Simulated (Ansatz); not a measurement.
# CuO (P-1) in Ansatz: further runs, part 2 of 2

Ansatz 0.2.0. The steps go on from the part before.

## Step 5: Single point, LDA, 10.51 Å³/atom (volume scaled by 0.98)

Contents of input.yaml:

```yaml
crystal:
  lattice:
    - [2.8601748718, 0.0, 0.0]
    - [0.0388105168, 2.859954874, 0.0]
    - [0.0173779641, 0.0171291597, 5.1415976211]
  atoms:
    - { symbol: Cu, position: [0.0, 0.5, 0.0] }
    - { symbol: Cu, position: [0.5, 0.0, 0.5] }
    - { symbol: O, position: [0.99842397, 0.00167178, 0.7498871] }
    - { symbol: O, position: [0.00157603, 0.99832822, 0.2501129] }
hamiltonian:
  xc: lda
  pseudopotentials: { kind: paw }
kpoints:
  mp_grid: { grid: [9, 9, 5] }
scf:
  occupations: { method: fermi_dirac, width: 0.05 }
output:
  forces: true
  stress: true
  eigenvalues: true
```

The run is started by

```sh
ansatz run input.yaml --threads 2 --pin off --max-ram 5632MiB --backend cpu --events-out ev --progress --plain --runs-dir out
```

Wall time 6.2 s (2 threads of Arm Neoverse V2, shared host); peak memory 0.44 GiB.

The run converged. Its results:

- Free energy: -14219.3223 eV
- Pressure: -5.2 GPa
- Largest force: 0.014 eV/Å
- Band gap on the k mesh: none (metal or under the smearing width)

Caveat: the pressure holds a Pulay correction of +0.9 GPa for the finite cutoff; the run has no spin polarisation, though such a crystal can be magnetic; semilocal functionals often make such compounds metallic where correlation or magnetic order opens a gap, which also shifts bond lengths; the PAW data sets come from PBE, with cores solved anew for the run's functional, which leaves a small shift of forces and pressure.

## Step 6: Single point, LDA, 10.73 Å³/atom

Edit input.yaml of step 5 so:

```diff
@@ -2,5 +2,5 @@
   lattice:
-    - [2.8601748718, 0.0, 0.0]
-    - [0.0388105168, 2.859954874, 0.0]
-    - [0.0173779641, 0.0171291597, 5.1415976211]
+    - [2.8795009639, 0.0, 0.0]
+    - [0.039072758, 2.8792794796, 0.0]
+    - [0.0174953863, 0.0172449008, 5.1763391994]
   atoms:
```

Potentials or basis: Ansatz PAW.

The run is started by

```sh
ansatz run input.yaml --threads 2 --pin off --max-ram 5632MiB --backend cpu --events-out ev --progress --plain --runs-dir out
```

It took 5.7 s on 2 threads of Arm Neoverse V2, shared host; peak memory 0.45 GiB.

Results (log left out):

| Item | Value |
| --- | --- |
| Free energy | -14219.2855 eV |
| Pressure | -8.5 GPa |
| Largest force | 0.015 eV/Å |
| Band gap on the k mesh | none (metal or under the smearing width) |

Caveat: the pressure holds a Pulay correction of +0.9 GPa for the finite cutoff; the run has no spin polarisation, though such a crystal can be magnetic; semilocal functionals often make such compounds metallic where correlation or magnetic order opens a gap, which also shifts bond lengths; the PAW data sets come from PBE, with cores solved anew for the run's functional, which leaves a small shift of forces and pressure.

## Step 7: Single point, LDA, 10.94 Å³/atom (volume scaled by 1.02)

Edit input.yaml of step 6 so:

```diff
@@ -2,5 +2,5 @@
   lattice:
-    - [2.8795009639, 0.0, 0.0]
-    - [0.039072758, 2.8792794796, 0.0]
-    - [0.0174953863, 0.0172449008, 5.1763391994]
+    - [2.8985710625, 0.0, 0.0]
+    - [0.0393315255, 2.8983481113, 0.0]
+    - [0.0176112532, 0.0173591088, 5.2106205905]
   atoms:
```

The run is started by

```sh
ansatz run input.yaml --threads 2 --pin off --max-ram 5632MiB --backend cpu --events-out ev --progress --plain --runs-dir out
```

Wall time 6.3 s (2 threads of Arm Neoverse V2, shared host); peak memory 0.45 GiB.

The run converged. Its results:

| Item | Value |
| --- | --- |
| Free energy | -14219.2320 eV |
| Pressure | -11.4 GPa |
| Largest force | 0.016 eV/Å |
| Band gap on the k mesh | none (metal or under the smearing width) |

Caveat: the pressure holds a Pulay correction of +0.9 GPa for the finite cutoff; the run has no spin polarisation, though such a crystal can be magnetic; semilocal functionals often make such compounds metallic where correlation or magnetic order opens a gap, which also shifts bond lengths; the PAW data sets come from PBE, with cores solved anew for the run's functional, which leaves a small shift of forces and pressure.

## Step 8: Single point, LDA, 11.16 Å³/atom (volume scaled by 1.04)

Edit input.yaml of step 7 so:

```diff
@@ -2,5 +2,5 @@
   lattice:
-    - [2.8985710625, 0.0, 0.0]
-    - [0.0393315255, 2.8983481113, 0.0]
-    - [0.0176112532, 0.0173591088, 5.2106205905]
+    - [2.9173934799, 0.0, 0.0]
+    - [0.0395869322, 2.917169081, 0.0]
+    - [0.0177256152, 0.0174718334, 5.2444567372]
   atoms:
```

The run is started by

```sh
ansatz run input.yaml --threads 2 --pin off --max-ram 5632MiB --backend cpu --events-out ev --progress --plain --runs-dir out
```

Run time: 6.4 s. Hardware: 2 threads of Arm Neoverse V2, shared host; peak memory 0.45 GiB.

It converged, with:

| Property | Result |
| --- | --- |
| Free energy | -14219.1637 eV |
| Pressure | -14.0 GPa |
| Largest force | 0.017 eV/Å |
| Band gap on the k mesh | none (metal or under the smearing width) |

Caveat: the pressure holds a Pulay correction of +0.9 GPa for the finite cutoff; the run has no spin polarisation, though such a crystal can be magnetic; semilocal functionals often make such compounds metallic where correlation or magnetic order opens a gap, which also shifts bond lengths; the PAW data sets come from PBE, with cores solved anew for the run's functional, which leaves a small shift of forces and pressure.

## Step 9: Single point, LDA, 11.37 Å³/atom (volume scaled by 1.06)

Edit input.yaml of step 8 so:

```diff
@@ -2,5 +2,5 @@
   lattice:
-    - [2.9173934799, 0.0, 0.0]
-    - [0.0395869322, 2.917169081, 0.0]
-    - [0.0177256152, 0.0174718334, 5.2444567372]
+    - [2.935976105, 0.0, 0.0]
+    - [0.0398390851, 2.9357502767, 0.0]
+    - [0.0178385202, 0.017583122, 5.2778618209]
   atoms:
```

Potentials or basis: Ansatz PAW.

The run is started by

```sh
ansatz run input.yaml --threads 2 --pin off --max-ram 5632MiB --backend cpu --events-out ev --progress --plain --runs-dir out
```

It took 6.5 s on 2 threads of Arm Neoverse V2, shared host; peak memory 0.46 GiB.

The run converged. Its results:

```
Free energy            : -14219.0824 eV
Pressure               : -16.3 GPa
Largest force          : 0.017 eV/Å
Band gap on the k mesh : none (metal or under the smearing width)
```

Caveat: the pressure holds a Pulay correction of +0.8 GPa for the finite cutoff; the run has no spin polarisation, though such a crystal can be magnetic; semilocal functionals often make such compounds metallic where correlation or magnetic order opens a gap, which also shifts bond lengths; the PAW data sets come from PBE, with cores solved anew for the run's functional, which leaves a small shift of forces and pressure.

## Step 10: Equation of state, LDA

This step only gathers the single runs of the series.

Results:

```yaml
Equilibrium_volume: 10.22 Å³/atom
Bulk_modulus_at_fixed_shape_and_positions: 195 GPa
Pressure_derivative_of_the_bulk_modulus: 4.6
```

Energy against volume, from the lowest point:
| volume (Å³/atom) | energy (meV/atom) |
| --- | --- |
| 10.085 | 0.67 |
| 10.300 | 0.00 |
| 10.515 | 4.61 |
| 10.729 | 13.81 |
| 10.944 | 27.20 |
| 11.158 | 44.28 |
| 11.373 | 64.59 |

Caveat: the cell was scaled at fixed shape and fractional positions, which overstates the stiffness of a crystal with free parameters, most of all of layers and chains; the run has no spin polarisation, though such a crystal can be magnetic.

## Step 11: Band structure, r2SCAN

Contents of input.yaml:

```yaml
crystal:
  lattice:
    - [2.8795009639, 0.0, 0.0]
    - [0.039072758, 2.8792794796, 0.0]
    - [0.0174953863, 0.0172449008, 5.1763391994]
  atoms:
    - { symbol: Cu, position: [0.0, 0.5, 0.0] }
    - { symbol: Cu, position: [0.5, 0.0, 0.5] }
    - { symbol: O, position: [0.99842397, 0.00167178, 0.7498871] }
    - { symbol: O, position: [0.00157603, 0.99832822, 0.2501129] }
hamiltonian:
  xc: r2scan
  pseudopotentials: { kind: paw }
kpoints:
  mp_grid: { grid: [9, 9, 5] }
  band_path:
    path:
      - [[0.0, 0.0, 0.0], [0.5, 0.5, 0.0], [0.5009280546, 0.5009280546, 0.4940215567], [0.5, 0.5, 0.5], [0.5075950467, 0.4924049533, 0.5]]
      - [[0.4924049533, -0.4924049533, 0.5], [0.0, 0.0, 0.5], [0.4990719454, 0.4990719454, 0.5059784433]]
      - [[0.5, 0.5, 0.0], [0.5066808622, 0.4933191378, 0.0]]
      - [[0.4933191378, -0.4933191378, 0.0], [0.0, 0.0, 0.0], [0.5, 0.0, 0.0]]
      - [[0.5, 0.0, 0.5], [0.0, 0.0, 0.0]]
    npoints: 14
scf:
  occupations: { method: fermi_dirac, width: 0.05 }
  n_extra_bands: 10
output:
  forces: true
  stress: true
  eigenvalues: true
  fatbands: false
  write_density: true
  write_potential: true
  elf: true
  volumetric_format: npy
```

The run is started by

```sh
ansatz run input.yaml --threads 2 --pin off --max-ram 5632MiB --backend cpu --events-out ev --progress --plain --runs-dir out
```

It took 25 s on 2 threads of Arm Neoverse V2, shared host; peak memory 0.62 GiB.

Results (log left out):

| Item | Value |
| --- | --- |
| Free energy | -14397.2885 eV |
| Pressure | -0.7 GPa |
| Largest force | 0.012 eV/Å |
| Band gap on the k mesh | none (metal or under the smearing width) |

Forces in eV/Å, atoms in the order of the input:
```
Cu   0.000  0.000  0.000
Cu   0.000  0.000  0.000
O    0.004 -0.005  0.010
O   -0.004  0.005 -0.010
```

Stress tensor (GPa, compression positive):
```
 0.22 -0.06 -0.01
-0.06  0.19  0.00
-0.01  0.00 -2.51
```

Levels at the corners of the path, in eV from the Fermi level:
```
point  band 21  band 22  band 23  band 24  band 25  band 26  band 27  band 28  band 29  band 30
    Γ    -2.64    -2.64    -2.56    -2.28     0.66     0.70     1.74     6.61     7.77    14.19
    Y    -2.62    -2.61    -1.58    -1.36    -1.35     1.23     2.39     7.44    10.37    10.65
    F    -2.20    -2.20    -1.58    -1.58    -0.45    -0.40     4.21     4.29    11.46    11.48
    L    -2.20    -2.20    -1.58    -1.58    -0.43    -0.43     4.25     4.25    11.46    11.47
    I    -2.20    -2.20    -1.58    -1.58    -0.43    -0.43     4.25     4.26    11.46    11.48
   I1    -2.20    -2.20    -1.58    -1.58    -0.43    -0.43     4.25     4.26    11.46    11.48
    Z    -2.60    -2.60    -1.75    -1.75     0.11     0.12     3.86     3.87    12.17    12.18
   F1    -2.20    -2.20    -1.58    -1.58    -0.45    -0.40     4.21     4.29    11.46    11.48
    Y    -2.62    -2.61    -1.58    -1.36    -1.35     1.23     2.39     7.44    10.37    10.65
   X1    -2.62    -2.61    -1.58    -1.36    -1.35     1.23     2.40     7.43    10.37    10.66
    X    -2.62    -2.61    -1.58    -1.36    -1.35     1.23     2.40     7.43    10.37    10.66
    Γ    -2.64    -2.64    -2.56    -2.28     0.66     0.70     1.74     6.61     7.77    14.19
    N    -2.57    -2.15    -1.75    -1.71     0.24     0.47     3.80     6.43     7.10    11.73
    M    -2.71    -2.63    -2.25    -1.96    -0.13     0.68     4.53     6.37     8.86     9.64
    Γ    -2.64    -2.64    -2.56    -2.28     0.66     0.70     1.74     6.61     7.77    14.19
```

Caveat: the run has no spin polarisation, though such a crystal can be magnetic; semilocal functionals often make such compounds metallic where correlation or magnetic order opens a gap, which also shifts bond lengths; the PAW data sets come from PBE, with cores solved anew for the run's functional, which leaves a small shift of forces and pressure. With open d or f shells a metallic result of r2SCAN can be an artefact of self-interaction; +U or a hybrid may open a gap.

## Step 12: The runs side by side

```csv
task,level,cutoff (eV),points for each segment of the path,gap on the mesh (eV),pressure (GPa),largest force (eV/Å)
band structure,LDA,420,14,none,-8.5,0.01
equation of state,LDA,420,-,-,-,-
band structure,r2SCAN,500,14,none,-0.7,0.01
```

Alike in all rows: potentials or basis Ansatz PAW; no spin polarisation; cell as given; k mesh 9 × 9 × 5; smearing fermi-dirac 0.05 eV.

Caveats: the run has no spin polarisation, though such a crystal can be magnetic; semilocal functionals often make such compounds metallic where correlation or magnetic order opens a gap, which also shifts bond lengths (some runs); the PAW data sets come from PBE, with cores solved anew for the run's functional, which leaves a small shift of forces and pressure (some runs); the cell was scaled at fixed shape and fractional positions, which overstates the stiffness of a crystal with free parameters, most of all of layers and chains (some runs).

Total energies depend on the potentials used, so only differences within one code and one set of settings carry meaning.
